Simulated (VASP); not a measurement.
# ZnS (Wurtzite-4H) (P6_3mc) in VASP: further runs

Runs on ZnS (Wurtzite-4H). Level: PBE. Tasks: single point, relaxation of cell and atoms.

Program: VASP 6.6.1. These are calculated values, not measurements. Logs are shortened: lines on timing, memory, paths and dates and some standing lists are left out, and cuts for length are marked.

**Experimental background.**

From a printed reference work, monograph, for a bulk crystal of ZnS at 4 K: band gap 3.911 eV (direct).

How close the calculation comes is told below.

## (1) The cell of the first run

The structure is hexagonal, space group P6_3mc (No. 186). Conventional cell: a = 3.847 Å, b = 3.847 Å, c = 12.588 Å, α = 90.00°, β = 90.00°, γ = 120.00°. Within 3.1 Å of Zn (site symmetry 3m) lie 4 S at 2.36 Å. Zn (site symmetry 3m) has 4 S at 2.36 Å within 3.1 Å. S (site symmetry 3m) has 4 Zn at 2.36 Å within 3.1 Å. Within 3.1 Å of S (site symmetry 3m) lie 4 Zn at 2.36 Å.

## (2) Single point, PBE

Contents of INCAR:

```
SYSTEM = ZnS
ALGO     = Normal         ! electronic algorithm
EDIFF    = 1E-6           ! SCF threshold, eV
ENCUT    = 500            ! plane-wave cutoff, eV
GGA      = PE             ! functional
GGA_COMPAT= .FALSE.      
ISIF     = 2              ! what is computed and relaxed
ISMEAR   = -1             ! smearing method
LASPH    = .TRUE.         ! aspherical terms in the spheres
LCHARG   = .FALSE.        ! write CHGCAR
LREAL    = .FALSE.        ! projectors in reciprocal space
LWAVE    = .FALSE.        ! write WAVECAR
NBANDS   = 46             ! bands
NELM     = 120            ! most SCF steps
PREC     = Accurate       ! precision mode
SIGMA    = 0.02           ! smearing width, eV
```

Contents of KPOINTS:

```
k-points
0
G
  6 6 2
  0 0 0
```

Contents of POSCAR:

```
ZnS
1.0
    3.8472575308      0.0000000000      0.0000000000
   -1.9236287654      3.3318227566      0.0000000000
    0.0000000000      0.0000000000     12.5882096192
Zn S
4 4
Direct
    0.0000000000      0.0000000000      0.0000419335
    0.0000000000      0.0000000000      0.5000419335
    0.3333333333      0.6666666667      0.2500168310
    0.6666666667      0.3333333333      0.7500168310
    0.0000000000      0.0000000000      0.1872987097
    0.0000000000      0.0000000000      0.6872987097
    0.3333333333      0.6666666667      0.4376425259
    0.6666666667      0.3333333333      0.9376425259
```

Potentials or basis: VASP PAW PBE potentials, release 64 (Zn, S).

On the command line:

```
$ cat potpaw_PBE.64/Zn/POTCAR potpaw_PBE.64/S/POTCAR > POTCAR
$ mpirun -np 1 vasp_std > vasp.out
```

OUTCAR:

```text
SYSTEM = ZnS
   EDIFF = 1E-6
   ENCUT = 500
   GGA = PE
   ISIF = 2
   ISMEAR = -1
   LASPH = .TRUE.
   LREAL = .FALSE.
   NELM = 120
   PREC = Accurate

 ion  position               nearest neighbor table
   1  0.000  0.000  0.000-   8 2.36   8 2.36   8 2.36   5 2.36
   2  0.000  0.000  0.500-   7 2.36   7 2.36   7 2.36   6 2.36
   3  0.333  0.667  0.250-   5 2.36   5 2.36   5 2.36   7 2.36
   4  0.667  0.333  0.750-   6 2.36   6 2.36   6 2.36   8 2.36
   5  0.000  0.000  0.187-   1 2.36   3 2.36   3 2.36   3 2.36
   6  0.000  0.000  0.687-   2 2.36   4 2.36   4 2.36   4 2.36
   7  0.333  0.667  0.438-   2 2.36   2 2.36   2 2.36   3 2.36
   8  0.667  0.333  0.938-   1 2.36   1 2.36   1 2.36   4 2.36

  LATTYP: Found a hexagonal cell.
 ALAT       =     3.8472575308
 C/A-ratio  =     3.2719955757

  Lattice vectors:

 A1 = (   3.8472575308,   0.0000000000,   0.0000000000)
 A2 = (  -1.9236287654,   3.3318227566,   0.0000000000)
 A3 = (   0.0000000000,   0.0000000000,  12.5882096192)

Analysis of symmetry for initial positions (statically):
=====================================================================
 Subroutine PRICEL returns:
 Original cell was already a primitive cell.

 Routine SETGRP: Setting up the symmetry group for a
 hexagonal supercell.

 Subroutine GETGRP returns: Found 12 space group operations
 (whereof  6 operations were pure point group operations)
 out of a pool of 24 trial point group operations.

The static configuration has the point symmetry C_3v.
 The point group associated with its full space group is C_6v.

Analysis of symmetry for dynamics (positions and initial velocities):
=====================================================================
 Subroutine PRICEL returns:
 Original cell was already a primitive cell.

 Routine SETGRP: Setting up the symmetry group for a
 hexagonal supercell.

 Subroutine GETGRP returns: Found 12 space group operations
 (whereof  6 operations were pure point group operations)
 out of a pool of 24 trial point group operations.

The dynamic configuration has the point symmetry C_3v.
 The point group associated with its full space group is C_6v.

 Subroutine INISYM returns: Found 12 space group operations
 (whereof  6 operations are pure point group operations),
 and found     1 'primitive' translations

----------------------------------------------------------------------------------------

                                     Primitive cell

  volume of cell :     161.3605

  direct lattice vectors                    reciprocal lattice vectors
     3.847257531  0.000000000  0.000000000     0.259925412  0.150068007  0.000000000
    -1.923628765  3.331822757  0.000000000     0.000000000  0.300136014  0.000000000
     0.000000000  0.000000000 12.588209619     0.000000000  0.000000000  0.079439414

  length of vectors
     3.847257531  3.847257531 12.588209619     0.300136014  0.300136014  0.079439414

  position of ions in fractional coordinates (direct lattice)
     0.000000000  0.000000000  0.000041934
     0.000000000  0.000000000  0.500041934
     0.333333333  0.666666667  0.250016831
     0.666666667  0.333333333  0.750016831
     0.000000000  0.000000000  0.187298710
     0.000000000  0.000000000  0.687298710
     0.333333333  0.666666667  0.437642526
     0.666666667  0.333333333  0.937642526

  ion indices of the primitive-cell ions
   primitive index   ion index
                 1           1
                 2           2
                 3           3
                 4           4
                 5           5
                 6           6
                 7           7
                 8           8

----------------------------------------------------------------------------------------

 KPOINTS: k-points

Automatic generation of k-mesh.
 Grid dimensions read from file:
 generate k-points for:    6    6    2

 Generating k-lattice:

  Cartesian coordinates                     Fractional coordinates (reciprocal lattice)
     0.043320902  0.025011334  0.000000000     0.166666667  0.000000000  0.000000000
     0.000000000  0.050022669  0.000000000     0.000000000  0.166666667  0.000000000
     0.000000000  0.000000000  0.039719707     0.000000000  0.000000000  0.500000000

  Length of vectors
     0.050022669  0.050022669  0.039719707

  Shift w.r.t. Gamma in fractional coordinates (k-lattice)
     0.000000000  0.000000000  0.000000000

 Subroutine IBZKPT returns following result:
 ===========================================

 Found     14 irreducible k-points:

 Following reciprocal coordinates:
            Coordinates               Weight
  0.000000  0.000000  0.000000      1.000000
  0.166667 -0.000000  0.000000      6.000000
  0.333333 -0.000000  0.000000      6.000000
  0.500000 -0.000000  0.000000      3.000000
  0.166667  0.166667  0.000000      6.000000
  0.333333  0.166667  0.000000     12.000000
  0.333333  0.333333  0.000000      2.000000
  0.000000  0.000000  0.500000      1.000000
  0.166667 -0.000000  0.500000      6.000000
  0.333333 -0.000000  0.500000      6.000000
  0.500000 -0.000000  0.500000      3.000000
  0.166667  0.166667  0.500000      6.000000
  0.333333  0.166667  0.500000     12.000000
  0.333333  0.333333  0.500000      2.000000
   k-points           NKPTS =     14   k-points in BZ     NKDIM =     14   number of bands    NBANDS=     46
   number of dos      NEDOS =    301   number of ions     NIONS =      8
   total plane-waves  NPLWV =  75264
   dimension x,y,z NGX =    28 NGY =   28 NGZ =   96
   dimension x,y,z NGXF=    56 NGYF=   56 NGZF=  192
   ions per type =               4   4
   NGX,Y,Z   is equivalent  to a cutoff of  12.10, 12.10, 12.68 a.u.
   NGXF,Y,Z  is equivalent  to a cutoff of  24.20, 24.20, 25.36 a.u.
 SYSTEM =  ZnS
   PREC   = accura    normal or accurate (medium, high low for compatibility)
   ISTART =      0    job   : 0-new  1-cont  2-samecut
   ICHARG =      2    charge: 1-file 2-atom 10-const
   ISPIN  =      1    spin polarized calculation?
   LNONCOLLINEAR =      F non collinear calculations
   LSORBIT =      F    spin-orbit coupling
   LASPH  =      T    aspherical Exc in radial PAW
   ENCUT  =  500.0 eV  36.75 Ry    6.06 a.u.   7.01  7.01 22.95*2*pi/ulx,y,z
   NELM   =    120;   NELMIN=  2; NELMDL= -5     # of ELM steps
   EDIFF  = 0.1E-05   stopping-criterion for ELM
   LREAL  =      F    real-space projection
   EDIFFG = 0.1E-04   stopping-criterion for IOM
   NSW    =      0    number of steps for IOM
   IBRION =     -1    ionic relax: 0-MD 1-quasi-New 2-CG
   NFREE  =      0    steps in history (QN), initial steepest desc. (CG)
   ISIF   =      2    stress and relaxation
   ISYM   =      2    0-nonsym 1-usesym 2-fastsym
   POTIM  = 0.5000    time-step for ionic-motion
   TEBEG  =    0.0;   TEEND  =   0.0 temperature during run
   PSTRESS=    0.0 pullay stress
   NELECT =      72.0000    total number of electrons
   NUPDOWN=      -1.0000    fix difference up-down
   EMIN   =  10.00;   EMAX   =-10.00  energy-range for DOS
   EFERMI =   0.00;   METHOD = LEGACY
   ISMEAR =    -1;   SIGMA  =   0.02  broadening in eV -4-tet -1-fermi 0-gaus
   EFERMI_NEDOS =   21; number of points for ismear=-14 and -15
   IALGO  =     38    algorithm
   IMIX   =      4    mixing-type and parameters
     AMIX     =   0.40;   BMIX     =  1.00
     AMIX_MAG =   1.60;   BMIX_MAG =  1.00
  volume/ion in A,a.u.               =      20.17       136.11
  Fermi-wavevector in a.u.,A,eV,Ry     =   1.250988  2.364025 21.292737  1.564972
  Thomas-Fermi vector in A             =   2.384957
   LORBIT       =      0    0 simple, 1 ext, 2 COOP (PROOUT), +10 PAW based schemes
   GGA     = PE    functional components
   LHFCALC =     F    Hartree Fock is set to
   AEXX    =    0.0000 exact exchange contribution
   IVDW    =     0    specifies the selected vdW correction
   LEPSILON=     F    determine dielectric tensor
   LRPA    =     F    only Hartree local field effects (RPA)
 non-spin polarized calculation
  energy-cutoff  :      500.00
  volume of cell :      161.36
 maximum number of plane-waves:      4114
 NGX is ok and might be reduce to    28
   NGX = 13   NGY = 13   NGZ = 45

 number of electron      71.9999998 magnetization

 Free energy of the ion-electron system (eV)
  ---------------------------------------------------
  ext. energy  EPLUGINS =         0.00000000
  ---------------------------------------------------
  free energy    TOTEN  =       -27.39244494 eV

  energy without entropy =      -27.39244494  energy(sigma->0) =      -27.39244494

 E-fermi :   2.3869     XC(G=0):  -9.5223

 val. band max:        1.9119466377   @ k =   0.0000   0.0000   0.0000
 cond. band min:       3.9636556586   @ k =   0.0000   0.0000   0.0000
 fundamental gap:      2.0517090208
 Fermi energy:         2.3869150376

 k-point     1 :       0.0000    0.0000    0.0000
  band No.  band energies     occupation
      1     -11.0880      2.00000
      2     -10.6859      2.00000
      3     -10.6768      2.00000
      4     -10.1990      2.00000
      5      -4.3439      2.00000
      6      -4.3388      2.00000
[... 38 lines left out ...]
     45       8.5802      0.00000
     46       8.6909      0.00000

 k-point     2 :       0.1667   -0.0000    0.0000
  band No.  band energies     occupation
      1     -10.9134      2.00000
      2     -10.5435      2.00000
      3     -10.5342      2.00000
      4     -10.1055      2.00000
      5      -4.3511      2.00000
      6      -4.3315      2.00000
[... 38 lines left out ...]
     45       8.6889      0.00000
     46       8.7897      0.00000

 k-point     3 :       0.3333   -0.0000    0.0000
  band No.  band energies     occupation
      1     -10.4954      2.00000
      2     -10.2305      2.00000
      3     -10.2214      2.00000
      4      -9.9386      2.00000
      5      -4.3604      2.00000
      6      -4.3094      2.00000
[... 528 lines left out ...]
     45       9.2142      0.00000
     46       9.2142      0.00000

 k-point    14 :       0.3333    0.3333    0.5000
  band No.  band energies     occupation
      1      -9.9809      2.00000
      2      -9.9809      2.00000
      3      -9.9678      2.00000
      4      -9.9678      2.00000
      5      -4.2689      2.00000
      6      -4.2689      2.00000
[... 38 lines left out ...]
     45       9.3400      0.00000
     46       9.3400      0.00000

------------------------ aborting loop because EDIFF is reached ----------------------------------------

  FORCE on cell =-STRESS in cart. coord.  units (eV):
  Direction    XX          YY          ZZ          XY          YZ          ZX
  --------------------------------------------------------------------------------------
  -------------------------------------------------------------------------------------
  Total        0.1616605      0.1616605      0.1449799      0.0000000     -0.0000000      0.0000000
  in kB        1.6051568      1.6051568      1.4395320      0.0000000     -0.0000000      0.0000000
  external PRESSURE =       1.5499486 kB  Pullay stress =       0.0000000 kB

 VOLUME and BASIS-vectors are now :
 -----------------------------------------------------------------------------
  energy-cutoff  :      500.00
  volume of cell :      161.36
      direct lattice vectors                 reciprocal lattice vectors
     3.847257531  0.000000000  0.000000000     0.259925412  0.150068007  0.000000000
    -1.923628765  3.331822757  0.000000000     0.000000000  0.300136014  0.000000000
     0.000000000  0.000000000 12.588209619     0.000000000  0.000000000  0.079439414

 POSITION                                       TOTAL-FORCE (eV/Angst)
 -----------------------------------------------------------------------------------
      0.00000      0.00000      0.00053        -0.000000     -0.000000      0.004531
      0.00000      0.00000      6.29463        -0.000000     -0.000000      0.004531
     -0.00000      2.22122      3.14726        -0.000000      0.000000      0.003270
      1.92363      1.11061      9.44137         0.000000     -0.000000      0.003270
      0.00000      0.00000      2.35776         0.000000     -0.000000     -0.004425
      0.00000      0.00000      8.65186         0.000000      0.000000     -0.004425
     -0.00000      2.22122      5.50914         0.000000     -0.000000     -0.003375
      1.92363      1.11061     11.80324         0.000000     -0.000000     -0.003375
 -----------------------------------------------------------------------------------
    total drift:                               -0.000001     -0.000001     -0.000210

  FREE ENERGIE OF THE ION-ELECTRON SYSTEM (eV)
  ---------------------------------------------------
  free  energy   TOTEN  =       -27.3924449436 eV

  energy  without entropy=      -27.3924449436  energy(sigma->0) =      -27.39244494
```

It took 54 s on 1 thread of Intel Xeon 6975P-C (Granite Rapids), shared host; peak memory 0.29 GiB.

Results:

- Free energy: -27.3924 eV
- Pressure: 0.2 GPa
- Largest force: 0.005 eV/Å
- Band gap on the k mesh: 2.05 eV, direct

Forces in eV/Å, atoms in the order of the input:
```
Zn   0.000  0.000  0.005
Zn   0.000  0.000  0.005
Zn   0.000  0.000  0.003
Zn   0.000  0.000  0.003
S    0.000  0.000 -0.004
S    0.000  0.000 -0.004
S    0.000  0.000 -0.003
S    0.000  0.000 -0.003
```

## (3) Relaxation of cell and atoms, PBE

This run uses another cell than the first one, of 19.81 Å³/atom, 0.982 times its volume.

Contents of INCAR:

```
PREC = Accurate
ENCUT = 500
EDIFF = 1E-7
ISMEAR = -1
SIGMA = 0.02
LREAL = False
LASPH = True
NELM = 120
ALGO = Normal
ISIF = 3
LWAVE = False
LCHARG = False
GGA = PE
IBRION = 2
NSW = 80
EDIFFG = -0.01
GGA_COMPAT = False
NELMIN = 4
```

Contents of KPOINTS:

```
regular mesh
0
Gamma
  6 6 2
```

Contents of POSCAR:

```
ZnS
1.0
    3.8227000000      0.0000000000      0.0000000000
   -1.9113500000      3.3105553110      0.0000000000
    0.0000000000      0.0000000000     12.5200000000
Zn S
4 4
Direct
    0.0000000000      0.0000000000      0.0000000000
    0.0000000000      0.0000000000      0.5000000000
    0.3333333333      0.6666666667      0.2500000000
    0.6666666667      0.3333333333      0.7500000000
    0.0000000000      0.0000000000      0.1875000000
    0.0000000000      0.0000000000      0.6875000000
    0.3333333333      0.6666666667      0.4375000000
    0.6666666667      0.3333333333      0.9375000000
```

Potentials or basis: VASP PAW PBE potentials, release 64 (Zn, S).

On the command line:

```
$ cat potpaw_PBE.64/Zn/POTCAR potpaw_PBE.64/S/POTCAR > POTCAR
$ mpirun -np 1 vasp_std > vasp.out
```

It took 2.9 min on 1 thread of Intel Xeon 6975P-C (Granite Rapids), shared host; peak memory 0.29 GiB.

Results (log left out):

```
Free energy                            : -27.3918 eV
Relaxed volume                         : 20.21 Å³/atom
Relaxed cell                           : a = 3.850 Å, b = 3.850 Å, c = 12.598 Å, α = 90.00°, β = 90.00°, γ = 120.00°
Space group after relaxing (to 0.05 Å) : P6_3mc (No. 186)
Energy gained by relaxing              : 1.9 meV/atom
Ionic steps                            : 5
Pressure after relaxing                : 0.0 GPa
Largest force after relaxing           : 0.006 eV/Å
Band gap on the k mesh                 : 2.04 eV, direct
```

Forces on the atoms (eV/Å):
```
Zn   0.000  0.000  0.000
Zn   0.000  0.000  0.000
Zn   0.000  0.000  0.001
Zn   0.000  0.000  0.001
S    0.000  0.000 -0.006
S    0.000  0.000 -0.006
S    0.000  0.000  0.006
S    0.000  0.000  0.006
```

Step by step:
```
step  energy change (eV)  largest force (eV/Å)  pressure (GPa)  volume (Å³)
   1              0.0000                0.0444            1.49       158.44
   2             -0.0137                0.0112           -0.42       162.70
   3             -0.0150                0.0157            0.00       161.71
   4             -0.0150                0.0153           -0.03       161.78
   5             -0.0151                0.0062            0.02       161.70
```

Final structure:
```
CELL_PARAMETERS angstrom
3.84989 0.00000 0.00000
-1.92494 3.33410 0.00000
0.00000 0.00000 12.59754
ATOMIC_POSITIONS crystal
Zn 0.00000 0.00000 0.00008
Zn 0.00000 0.00000 0.50008
Zn 0.33333 0.66667 0.25003
Zn 0.66667 0.33333 0.75003
S 0.00000 0.00000 0.18731
S 0.00000 0.00000 0.68731
S 0.33333 0.66667 0.43758
S 0.66667 0.33333 0.93758
```

Levels at points of the mesh, in eV from the valence-band top:
```tsv
k point	band 34	band 35	band 36	band 37	band 38	band 39
(0.00, 0.00, 0.00)	-0.04	0.00	0.00	2.04	3.15	3.32
(0.50, 0.00, 0.00)	-1.52	-1.06	-0.84	3.29	3.38	3.77
(0.00, 0.00, 0.50)	-0.14	-0.14	-0.14	2.90	2.90	3.27
(0.50, 0.00, 0.50)	-1.45	-1.06	-1.06	3.69	3.69	4.01
```

A hybrid or GW would open this gap; PBE tends to underestimate it. PBE usually gives volumes a little too large and moduli too small.

## (4) Comparison with measurements

Step 2. A measured gap of ZnS is 3.911 eV (direct; 4 K; a printed reference work, monograph); the calculated 2.05 eV misses it by -1.86 eV. The value is that of PBE, without temperature or zero-point motion. Semilocal functionals fall short of measured gaps as a rule.
